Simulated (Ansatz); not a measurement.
The system is ZnS (Wurtzite-2H).

```
Zn S
1.0
     3.81100    0.00000    0.00000
    -1.90550    3.30042    0.00000
     0.00000    0.00000    6.23400
Zn S
2 2
Direct
  0.66667 0.33333 0.50000
  0.33333 0.66667 0.00000
  0.66667 0.33333 0.88500
  0.33333 0.66667 0.38500
```

| Item | Value |
| --- | --- |
| Program | Ansatz 0.2.0 |
| Task | relaxation of cell and atoms |
| Functional | BPBE |
| Potentials or basis | Ansatz PAW |
| Cutoff | 420 eV (not typed: the program's choice for these potentials) |
| k mesh | 8 × 8 × 5 |
| Occupations | fermi-dirac, width 0.05 eV |
| Spin | no spin polarisation |

At the start: volume 19.60 Å³/atom.

**Question.** Where does the relaxation end?

**Answer.** It ends after 5 steps and the volume is 20.17 Å³/atom (+2.9 %); space group P6_3mc (No. 186, to 0.05 Å).

Step by step:
```
step  energy change (eV)  largest force (eV/Å)  volume (Å³)
   1              0.0000                0.3194        78.41
   2             -0.0228                0.2204        79.75
   3             -0.0347                0.0302        80.78
   4             -0.0350                0.0002        80.68
   5             -0.0359                0.0003        80.68
```

Final structure:
```
CELL_PARAMETERS angstrom
3.84493 0.00000 0.00000
-1.92247 3.32981 0.00000
0.00000 0.00000 6.30190
ATOMIC_POSITIONS crystal
Zn 0.66667 0.33333 0.50519
Zn 0.33333 0.66667 0.00519
S 0.66667 0.33333 0.87981
S 0.33333 0.66667 0.37981
```

Caveat: the plane-wave basis is chosen anew once the cell has moved, so the energies of steps on either side of that aren't comparable; the PAW data sets come from PBE, with cores solved anew for the run's functional, which leaves a small shift of forces and pressure.
